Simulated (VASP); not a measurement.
# A VASP 6.6.1 single-point calculation on SiC3

INCAR

```
ENCUT = 520
NSW = 0
IBRION = -1
LASPH = .TRUE.
LREAL = .FALSE.
NELM = 62
NBANDS = 16
LCHARG = .FALSE.
ALGO = Eigenval
LWAVE = .FALSE.
ISMEAR = -1
GGA = PE
PREC = Accurate
EDIFF = 1E-7
ISIF = 2
SIGMA = 0.02
```

KPOINTS

```
KPOINTS created by Atomic Simulation Environment
0
Gamma
10 10 10
0 0 0
```

POSCAR

```
C  Si
 1.0000000000000000
     1.4387886198946001    0.8306849970031174    4.6550861549000002
    -1.4387886198946001    0.8306849970031174    4.6550861549000002
     0.0000000000000000   -1.6613699940062354    4.6550861549000002
 C   Si
   3   1
Cartesian
  1.4387886198945998  0.8306849970031169  4.7664882233418338
 -0.0000000000000000 -0.0000000000000003  6.8365847026714519
  0.0000000000000001 -0.0000000000000003  5.2972643265726633
 -0.0000000000000001 -0.0000000000000005 12.1939512141425208
```

The recommended PBE PAW datasets give the neutral cell 16 valence electrons.

Command

```
mpirun -np 1 vasp_std
```

OSZICAR

```
N       E                     dE             d eps       ncg     rms          rms(c)
EIG:   1     0.115200806117E+04    0.11520E+04    0.00000E+00     0   0.000E+00
EIG:   2     0.115200806117E+04   -0.30468E-10    0.00000E+00     0   0.000E+00
EIG:   3     0.115200806117E+04   -0.13188E-10    0.00000E+00     0   0.000E+00
EIG:   4     0.115200806117E+04   -0.13642E-10    0.00000E+00     0   0.000E+00
EIG:   5     0.115200806117E+04    0.23419E-10    0.00000E+00     0   0.000E+00    0.246E+03
EIG:   6     0.116901088627E+04    0.17003E+02    0.00000E+00     0   0.000E+00    0.148E+03
EIG:   7     0.118326273361E+04    0.14252E+02    0.00000E+00     0   0.000E+00    0.176E+00
EIG:   8     0.118363889719E+04    0.37616E+00    0.00000E+00     0   0.000E+00    0.120E+00
EIG:   9     0.118402713936E+04    0.38824E+00    0.00000E+00     0   0.000E+00    0.207E-01
EIG:  10     0.118403375126E+04    0.66119E-02    0.00000E+00     0   0.000E+00    0.908E-03
EIG:  11     0.118403375879E+04    0.75307E-05    0.00000E+00     0   0.000E+00    0.466E-03
EIG:  12     0.118403375896E+04    0.16764E-06    0.00000E+00     0   0.000E+00    0.133E-04
EIG:  13     0.118403375899E+04    0.33528E-07    0.00000E+00     0   0.000E+00
   1 F= 0.11840338E+04 E0= 0.11840343E+04  d E =-.117012E-02
```

Standard output (part)

```
POSCAR found type information on POSCAR C Si
 POSCAR found :  2 types and       4 ions
 LDA part: xc-table for (Slater+PW92), standard interpolation
 POSCAR, INCAR and KPOINTS ok, starting setup
 WAVECAR not read
 entering main loop
|     Your highest band is occupied at some k-points! Unless you are          |
|     performing a calculation for an insulator or semiconductor, without     |
|     unoccupied bands, you have included TOO FEW BANDS!! Please increase     |
|     the parameter NBANDS in file INCAR to ensure that the highest band      |
|     is unoccupied at all k-points. It is always recommended to include      |
|     a few unoccupied bands to accelerate the convergence of                 |
|     molecular-dynamics runs (even for insulators or semiconductors),        |
|     since the presence of unoccupied bands improves wavefunction            |
|     prediction and helps to suppress 'band-crossings'.                      |
```

From OUTCAR

```
k-points           NKPTS =    116   k-points in BZ     NKDIM =    116   number of bands    NBANDS=     16

   NELECT =      16.0000    total number of electrons

   dimension x,y,z NGX =    40 NGY =   40 NGZ =   40
   dimension x,y,z NGXF=    80 NGYF=   80 NGZF=   80

  energy-cutoff  :      520.00
  volume of cell :       33.38
      direct lattice vectors                 reciprocal lattice vectors
     1.438788620  0.830684997  4.655086155     0.347514564  0.200637627  0.071606265
    -1.438788620  0.830684997  4.655086155    -0.347514564  0.200637627  0.071606265
     0.000000000 -1.661369994  4.655086155     0.000000000 -0.401275254  0.071606265

 k-points in reciprocal lattice and weights: KPOINTS created by Atomic Simulation Env
   0.00000000  0.00000000  0.00000000       0.001
   0.10000000 -0.00000000  0.00000000       0.006
   0.20000000 -0.00000000  0.00000000       0.006
   0.30000000 -0.00000000  0.00000000       0.006
   0.40000000  0.00000000  0.00000000       0.006
   0.50000000 -0.00000000  0.00000000       0.003
   0.10000000  0.10000000  0.00000000       0.006
   0.20000000  0.10000000  0.00000000       0.012
   ...

 E-fermi :  34.4228

 k-point     1 :       0.0000    0.0000    0.0000
  band No.  band energies     occupation
      1      -8.6028      2.00000
      2       5.5364      2.00000
      3      11.6127      2.00000
      4      49.0811      2.00000
      5      57.0315      2.00000
      6      67.6275      2.00000
      7      70.9085      2.00000
      8      75.0361      2.00000
      9      82.2967      2.00000
     10      87.8563      2.00000
     11      97.0788      2.00000
     12     102.7742      2.00000
     13     111.4028      2.00000
     14     128.2307      2.00000
     15     134.3972      2.00000
     16     139.1084      2.00000

 k-point     2 :       0.1000   -0.0000    0.0000
  band No.  band energies     occupation
      1      -9.2430      2.00000
      2       3.7259      2.00000
      3      12.9545      2.00000
      4      45.6383      2.00000
      5      54.2521      2.00000
      6      63.3301      2.00000
      7      73.3638      2.00000
      8      72.7779      2.00000
      9      80.7369      2.00000
     10      94.1157      2.00000
     11      93.8096      2.00000
     12     105.4417      2.00000
     13     115.3239      2.00000
     14     121.7069      2.00000
     15     131.4715      2.00000
     16     149.1336      0.00000

 k-point     3 :       0.2000   -0.0000    0.0000
  band No.  band energies     occupation
      1      -7.9280      2.00000
      2       6.0855      2.00000
      3      19.8031      2.00000
      4      38.4789      2.00000
      5      44.6184      2.00000
      6      54.7578      2.00000
      7      60.8220      2.00000
      8      71.6913      2.00000
      9      76.6259      0.00000
     10      91.0345      0.00000
     11     104.0109      2.00000
     12     112.9878      2.00000
     13     120.1652      0.00000
     14     125.7201      2.00000
     15     134.0606      2.00000
     16     143.8468      2.00000

 ...

  Total      727.1541193    727.1541193    735.9119231      0.0000000     -0.0000000      0.0000000
  in kB    34899.9429249  34899.9429249  35320.2758949      0.0000000     -0.0000000      0.0000000
  external PRESSURE =   35040.0539149 kB  Pullay stress =       0.0000000 kB

 POSITION                                       TOTAL-FORCE (eV/Angst)
 -----------------------------------------------------------------------------------
      0.00000     -0.00000      0.11140         0.000000     -0.000000    110.288935
      0.00000     -0.00000      6.83658         0.000000     -0.000000     -4.834132
      0.00000     -0.00000      5.29726         0.000000      0.000000   -100.957781
      0.00000     -0.00000     12.19395         0.000000     -0.000000     -4.497022
 -----------------------------------------------------------------------------------
    total drift:                               -0.000000     -0.000000    185.312521

  FREE ENERGIE OF THE ION-ELECTRON SYSTEM (eV)
  ---------------------------------------------------
  free  energy   TOTEN  =      1184.0337589920 eV

  energy  without entropy=     1184.0349291075  energy(sigma->0) =     1184.03434405
```

It converged. Results: gap between bands v and c on the k mesh -13.46 eV (bands overlap: a metal); least direct gap on the k mesh -0.55 eV; pressure 3504.0 GPa; largest force 110.29 eV/Å. Band v is the last that the valence electrons fill when counted band by band, and c is the next.

These settings aren't sound, so the numbers aren't properties of the crystal.

The fault: no self-consistency without orbitals.

On sound settings PBE gives a gap of 1.76 eV on its mesh and a pressure of -3.6 GPa for the intended cell. This run's energy (σ→0) differs from it by 303762 meV an atom.

The run took about 22 s on one core of a shared host (Intel Xeon Platinum 8488C) and held 0.25 GiB at most.
